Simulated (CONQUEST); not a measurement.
# Li under changes of volume

One of the cells (21.609 Å³/atom); the others are scaled copies at fixed shape and fractional positions:

```
Li
1.0
     3.50930    0.00000    0.00000
     0.00000    3.50930    0.00000
     0.00000    0.00000    3.50930
Li
2
Direct
  0.00000 0.00000 0.00000
  0.50000 0.50000 0.50000
```

| Property | Result |
| --- | --- |
| Program | CONQUEST 1.3 |
| Functional | PBE |
| Potentials or basis | PseudoDojo NC PBE, DZP, grid of 36 × 36 × 36 points |
| k mesh | 8 × 8 × 8 |
| Occupations | fermi-dirac, width 0.05 eV |
| Spin | no spin polarisation |

```csv
volume (Å³/atom),energy over the lowest point (meV/atom),pressure (GPa)
20.312,0.15,0.2
20.744,0.00,-0.1
21.177,?,?
21.609,1.96,-0.6
22.041,3.97,-0.9
22.473,6.56,-1.0
22.905,9.73,-1.3
```

What does the run at 21.177 Å³/atom give?

Energy over the lowest point 0.63 meV/atom; pressure -0.4 GPa.

Worked out: A Birch-Murnaghan fit of order 3 (a polynomial in V^(-2/3)) to the other rows has its minimum at 20.61 Å³/atom with B0 = V·E''(V) = 14.1 GPa and B' = 2.9. It gives 0.63 meV/atom at 21.177 Å³/atom, against the run's 0.63, and -dE/dV = -0.4 GPa, against -0.4.

Energies are extrapolated to zero smearing.

Caveats: the basis of atomic orbitals isn't converged, which shifts pressures, moduli and gaps.
